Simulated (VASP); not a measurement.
Set up this calculation in VASP 6.6.1, as the native input.

| Quantity | Value |
| --- | --- |
| Task | single point |
| Functional | PBEsol |
| Potentials or basis | VASP PAW PBE potentials, release 64 (C) |
| Cutoff | 520 eV |
| k mesh | 13 × 13 × 7 |
| Occupations | fermi-dirac, width 0.05 eV |
| Spin | no spin polarisation |
| Dipole correction | no |
| Further INCAR settings | ALGO = Normal; EDIFF = 1e-06; NBANDS = 16 |

The structure of C lies in POSCAR:

```
C
1.0
    2.4303845234      0.0000000000      0.0000000000
   -1.2151922617      2.1047747382      0.0000000000
    0.0000000000      0.0000000000      4.0466595547
C
4
Direct
    0.3333333333      0.6666666667      0.0627973083
    0.6666666667      0.3333333333      0.5627973083
    0.3333333333      0.6666666667      0.4372026917
    0.6666666667      0.3333333333      0.9372026917
```

These files were run (other wordings do the same):

INCAR

```
ALGO = Normal
EDIFF = 1E-6
ENCUT = 520
GGA = PS
ISIF = 2
ISMEAR = -1
LASPH = T
LCHARG = F
LREAL = F
LWAVE = F
NBANDS = 16
NELM = 60
PREC = Accurate
SIGMA = 0.05
```

KPOINTS

```
k-points
0
Gamma
  13 13 7
```

Potentials or basis: VASP PAW PBE potentials, release 64 (C).

Command:

```sh
$ cat potpaw_PBE.64/C/POTCAR > POTCAR
$ mpirun -np 1 vasp_std > vasp.out
```

It gave:

```json
{"Pressure": "45.3 GPa", "Largest force": "0.115 eV/Å", "Band gap on the k mesh": "2.88 eV, indirect (least direct gap 5.06 eV)"}
```

Caveat: a pressure of tens of GPa on the cell as given is suspect, and the run, the potentials or the cell itself is likely at fault; the PAW data sets were made with another functional, which shifts forces and pressure a little; an odd mesh through Γ misses points on the zone boundary, where band edges often lie.

It took 22 s on 1 thread of Intel(R) Xeon(R) Platinum 8559C (Emerald Rapids), on a shared host, peak memory 0.13 GiB.
